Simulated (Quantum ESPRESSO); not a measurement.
Crystal: SnSe.

```
Sn Se
1.0
     0.00000    3.01000    3.01000
     3.01000    0.00000    3.01000
     3.01000    3.01000    0.00000
Sn Se
1 1
Direct
  0.00000 0.00000 0.00000
  0.50000 0.50000 0.50000
```

Measurements of this composition are mostly on another form, of space group No. 62.

Base run:

| Item | Value |
| --- | --- |
| Program | Quantum ESPRESSO 7.5 |
| Functional | WC |
| Potentials or basis | GBRV 1.5 PBE |
| Cutoff | 925 eV |
| Density cutoff | 7401 eV |
| k mesh | 6 × 6 × 6, shifted |
| Occupations | fermi-dirac, width 0.05 eV |
| Spin | no spin polarisation |

Its results: pressure -1.8 GPa; electronic dielectric tensor (diagonal) 43.01.

Q: After a change of settings the same cell gave: pressure 4.9 GPa; electronic dielectric tensor (diagonal) 34.42. Which change was it?
A. functional from WC to AM05
B. functional from WC to BLYP
C. functional from WC to LDA; potentials or basis from GBRV 1.5 PBE to GBRV 1.5 LDA
D. functional from WC to PBEsol; potentials or basis from GBRV 1.5 PBE to GBRV 1.5 PBEsol

A: B.

BLYP binds less tightly than WC, so the same cell stands under more pressure.

Caveats: the potentials were made for another functional, which shifts forces and pressure; the cell is more than 3 GPa from zero pressure, which shifts response properties (some runs).
